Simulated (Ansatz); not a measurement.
**Sn: stiffness from a series of strains**

```yaml
crystal:
  lattice:
    - [0.00000, 3.24560, 3.24560]
    - [3.24560, 0.00000, 3.24560]
    - [3.24560, 3.24560, 0.00000]
  atoms:
    - { symbol: Sn, position: [0.50000, 0.50000, 0.50000] }
    - { symbol: Sn, position: [0.75000, 0.75000, 0.75000] }
```

Atom numbers follow the list: Sn1, Sn2.

The cell is COD entry 9008568, as deposited and not checked against the literature; nothing was relaxed.

No spin–orbit coupling, which matters for the heavy atoms here.

All numbers below come from Ansatz 0.2.0, DFT, PBE, all-electron LAPW, scalar-relativistic.

The runs use a Γ-centred 9×9×9 k mesh, Fermi–Dirac smearing of 0.03 eV, basis error target 0.25 meV/atom, no spin polarisation.

The strain is applied along the Cartesian axes of the cell as listed (the other components stay zero). Fractional coordinates are held (clamped ions).

σ is the change of stress from the unstrained cell, which is at 3.19 GPa; tension is positive, so slopes are stress–strain coefficients at that pressure. In a metal the k mesh adds noise.

Only quantities that a quadratic follows smoothly over the whole series are listed; rougher ones are left out.

```tsv
εzz	σzz (GPa)	σxx (GPa)
-0.0300	-2.21	-1.36
-0.0100	-0.72	-0.42
0.0000	0.00	0.00
0.0100	0.70	0.39
0.0200	1.35	0.76
0.0300	1.96	1.10
```

Task: Fit the series and read off the stiffness at zero strain.

Result: Least-squares fits y = p0 + p1 x + p2 x² to the rows give σzz (GPa): p1 = 69.7, p2 = -140; σxx (GPa): p1 = 40.9, p2 = -140. So C11 = 70 GPa and C12 = 41 GPa, which gives B = (C11 + 2 C12)/3 = 51 GPa.

Task: One run, at εzz = -0.0200, is withheld. Predict its row.

Result: The fits give -1.45, -0.88; the run gave -1.46, -0.87.
